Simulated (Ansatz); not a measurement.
The system is TiO2.

```xyz
9
Lattice="5.5822 0.0000 0.0000 -2.7911 4.8343 0.0000 0.0000 0.0000 6.0825" Properties=species:S:1:pos:R:3 pbc="T T T"
Ti    2.6065    0.0000    2.0275
Ti   -1.3033    2.2573    4.0550
Ti    1.4878    2.5770    0.0000
O     0.8672    4.1161    0.7339
O     3.6583    0.7182    3.3210
O     0.3400    2.0253    4.7889
O     3.1311    2.8091    5.3485
O    -1.2072    3.5273    2.7614
O     1.5840    1.3071    1.2936
```

Measurements of this composition are mostly on another form, of space group No. 141.

Program: Ansatz 0.2.0. Alike in all runs: potentials or basis Ansatz PAW; no spin polarisation; cell as given; smearing fermi-dirac 0.05 eV. Hardware: 4 threads of Arm Neoverse V1, with other jobs on the host.

Order these runs on this cell by their wall time, lowest first.
A. task band structure; level PBEsol; k mesh 6 × 6 × 5; cutoff (eV) 420; points for each segment of the path 10; mesh quality not flagged
B. task single point; level PBE; k mesh 2 × 2 × 2; cutoff (eV) 420; mesh quality coarse
C. task band structure; level r2SCAN; k mesh 5 × 5 × 4; cutoff (eV) 500; points for each segment of the path 10; mesh quality not flagged

B (0.72 s), A (23 s), C (47 s).

Caveats: some runs use coarse meshes.
